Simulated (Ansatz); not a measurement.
# Al3Ru2: how settings move the results

The task here is to estimate one member of a computed series from the others.

Computed with Ansatz 0.2.0 (DFT r2SCAN, scalar-relativistic, plane waves, PAW, unless a step's input says otherwise).

1 further run of the same task is left out (set aside as unsound or not needed). Runs told in other sessions of the task aren't counted.

## Starting point

It takes space group I4/mmm (No. 139, tetragonal). Conventional cell: a = 3.078 Å, b = 3.078 Å, c = 14.286 Å, α = 90.00°, β = 90.00°, γ = 90.00°. Al (site symmetry 4/mmm) has 8 Ru at 2.65 Å and 2 Al at 2.77 Å in its first shell of neighbours. Al (site symmetry 4mm) has 5 Ru at 2.51 to 2.86 Å and 5 Al at 2.70 to 2.77 Å in its first shell of neighbours. Around Ru (site symmetry 4mm) lie 9 Al at 2.51 to 2.86 Å.

Coordinates:

```xyz
5
Lattice="-1.5389 1.5389 7.1431 1.5389 -1.5389 7.1431 1.5389 1.5389 -7.1431" Properties=species:S:1:pos:R:3 pbc="T T T"
Al    0.0000    0.0000    0.0000
Al    0.0000    0.0000   11.5173
Al    0.0000    0.0000    2.7689
Ru    0.0000    0.0000    8.6556
Ru    0.0000    0.0000    5.6306
```

The structure comes from the Materials Project (structure only); it is used as listed.

## The base input

input.yaml

```yaml
crystal:
  lattice:
    - [-1.538900875, 1.538900875, 7.14310203]
    - [1.538900875, -1.538900875, 7.14310203]
    - [1.538900875, 1.538900875, -7.14310203]
  atoms:
    - { symbol: Al, position: [0.0, 0.0, 0.0] }
    - { symbol: Al, position: [0.80618462, 0.80618462, 0.0] }
    - { symbol: Al, position: [0.19381538, 0.19381538, 0.0] }
    - { symbol: Ru, position: [0.60586857, 0.60586857, 0.0] }
    - { symbol: Ru, position: [0.39413143, 0.39413143, 0.0] }
basis:
  ecutwfc: 500
kpoints:
  mp_grid: { grid: [16, 16, 16] }
hamiltonian:
  xc: r2scan
scf:
  occupations: { method: gaussian, width: 0.1 }
output:
  forces: true
  stress: true
  eigenvalues: true
  populations: true
```

Its results, from an earlier run: -2681.2966 eV/atom at zero smearing, pressure -0.22 GPa, largest force 0.009 eV/Å, no gap on the mesh, in 7 SCF cycles and 41 s.

Set-up of the first run:

input.yaml

```yaml
crystal:
  lattice:
    - [-1.538900875, 1.538900875, 7.14310203]
    - [1.538900875, -1.538900875, 7.14310203]
    - [1.538900875, 1.538900875, -7.14310203]
  atoms:
    - { symbol: Al, position: [0.0, 0.0, 0.0] }
    - { symbol: Al, position: [0.80618462, 0.80618462, 0.0] }
    - { symbol: Al, position: [0.19381538, 0.19381538, 0.0] }
    - { symbol: Ru, position: [0.60586857, 0.60586857, 0.0] }
    - { symbol: Ru, position: [0.39413143, 0.39413143, 0.0] }
basis:
  ecutwfc: 500
kpoints:
  mp_grid: { grid: [1, 1, 1] }
hamiltonian:
  xc: r2scan
scf:
  occupations: { method: gaussian, width: 0.1 }
output:
  forces: true
  stress: true
  eigenvalues: true
```

On the command line:

```console
$ ansatz run input.yaml --threads 1 --pin off --max-ram 2560MiB --backend cpu --events-out ev --progress --plain --runs-dir out
```

Steps of the session up to this table: K-point mesh set to 1×1×1; K-point mesh set to 4×4×4; K-point mesh set to 6×6×6; K-point mesh set to 8×8×8; K-point mesh: 10×10×10; K-point mesh set to 12×12×12; K-point mesh: 14×14×14; K-point mesh: 18×18×18; K-point mesh: 20×20×20; K-point mesh: 24×24×24.

One of the session's tables, all rows but one given; the rest of the session is left out.

It belongs to the step «What the k-point mesh changes». 

| mesh | ΔE (meV/atom) | pressure (GPa) | largest change of a force component (eV/Å) |
| --- | --- | --- | --- |
| 1×1×1 | -113 | 1.59 | 1.075 |
| 4×4×4 | -9.41 | -0.36 | 0.270 |
| 6×6×6 | ? | ? | ? |
| 8×8×8 | 0.91 | -0.23 | 0.101 |
| 10×10×10 | 4.03 | -0.14 | 0.029 |
| 12×12×12 | 1.16 | -0.15 | 0.053 |
| 14×14×14 | -0.98 | -0.21 | 0.016 |
| 16×16×16 | -0.10 | -0.22 | 0.024 |
| 18×18×18 | 0.83 | -0.20 | 0.014 |
| 20×20×20 | 0.60 | -0.19 | 0.008 |
| 24×24×24 | 0.00 | -0.20 | 0.000 |

**Question.** Estimate the row for 6×6×6.

**Answer.** ΔE (meV/atom): -3.21; pressure (GPa): -0.29; largest change of a force component (eV/Å): 0.083. In the column «ΔE (meV/atom)» it lies between 4×4×4 (-9.41) and 14×14×14 (-0.98).

To keep in mind: The error changes sign along the series, since a k mesh isn't variational, and a metal needs dense meshes to resolve its Fermi surface.
